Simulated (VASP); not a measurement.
Wanted: the native input for a VASP 6.6.1 run.

| Quantity | Value |
| --- | --- |
| Task | single point |
| Functional | PBEsol |
| Potentials or basis | VASP PAW PBE potentials, release 64 (La, O) |
| Cutoff | 520 eV |
| k mesh | 4 × 4 × 2 |
| Occupations | gaussian, width 0.01 eV |
| Spin | no spin polarisation |
| Dipole correction | no |
| Further INCAR settings | ALGO = Normal; EDIFF = 1e-07; NBANDS = 28 |

The structure of La2O3 lies in POSCAR:

```
La2O3
1.0
    3.9307800000      0.0000000000      0.0000000000
   -1.9653900000      3.4041500000      0.0000000000
    0.0000000000      0.0000000000      6.1119500000
La O
2 3
Direct
    0.7038100000      0.3688000000      0.7328800000
    0.3218100000      0.6900300000      0.2377700000
    0.6661900000      0.2792200000      0.3598000000
    0.3368000000      0.6554500000      0.6273800000
    0.9907400000      0.9946100000      0.0245900000
```

The cell comes from a database or a generator and needn't be the stable form of this composition.

These files were run (other wordings do the same):

INCAR

```
SYSTEM = La2O3
ALGO = Normal ; EDIFF = 1E-7
ENCUT = 520 ; GGA = PS
ISIF = 2 ; ISMEAR = 0
LASPH = .TRUE. ; LCHARG = .FALSE.
LREAL = .FALSE. ; LWAVE = .FALSE.
NBANDS = 28 ; NELM = 100
PREC = Accurate ; SIGMA = 0.01
```

KPOINTS

```
k-points
0
G
  4 4 2
  0 0 0
```

Potentials or basis: VASP PAW PBE potentials, release 64 (La, O).

Run with:

```sh
$ cat potpaw_PBE.64/La/POTCAR potpaw_PBE.64/O/POTCAR > POTCAR
$ mpirun -np 1 vasp_std > vasp.out
```

It gave:

```yaml
Pressure: 1.3 GPa
Largest_force: 2.105 eV/Å
Band_gap_on_the_k_mesh: 3.58 eV, indirect (least direct gap 3.89 eV)
```

Caveat: the k mesh is coarse (spacing up to 0.51 Å⁻¹), so the values aren't converged; the PAW data sets were made with another functional, which shifts forces and pressure a little; spin-orbit coupling is left out, which moves the levels of the heavy elements.

It took 74 s on 1 thread of Intel(R) Xeon(R) Platinum 8259CL CPU @ 2.50GHz (Skylake/Cascade Lake), on a shared host, peak memory 0.22 GiB.
